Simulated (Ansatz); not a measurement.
A 2-atom cell of BAs started from a crystallographic database (r2SCAN geometry), in Ansatz:

```
CELL_PARAMETERS angstrom
0.00000 2.39187 2.39187
2.39187 0.00000 2.39187
2.39187 2.39187 0.00000
ATOMIC_POSITIONS crystal
B 0.00000 0.00000 0.00000
As 0.25000 0.25000 0.25000
```

G0W0@PBE with 102 empty bands, a screening cutoff of 140 eV and a 4×4×4 mesh (PAW, contour deformation) gives 1.941 eV over the mesh points, from a PBE gap of 1.428 eV; it sums over 111 bands with 113 plane waves in the screening and a wave cutoff of 420 eV. The G0W0 figures hold for the stated bands, cutoff and mesh and aren't extrapolated. Spin-unpolarised throughout; all numbers are computed.

Problem. Estimate the gap with starting point HSE06.

Solution. 2.213 eV (+0.272 eV), from a Kohn-Sham gap of 2.109 eV.

Problem. Estimate the gap with starting point LDA.

Solution. 1.930 eV (-0.011 eV), from a Kohn-Sham gap of 1.318 eV.

Problem. Another run gave a Kohn-Sham gap of 1.438 eV and a G0W0 gap of 1.945 eV, summing over 111 bands with 113 plane waves in the screening and a wave cutoff of 1143 eV. What was changed?

Solution. Potentials of the kind norm-conserving. The wave cutoff gives it away.

The runs are scalar-relativistic, without spin-orbit coupling.
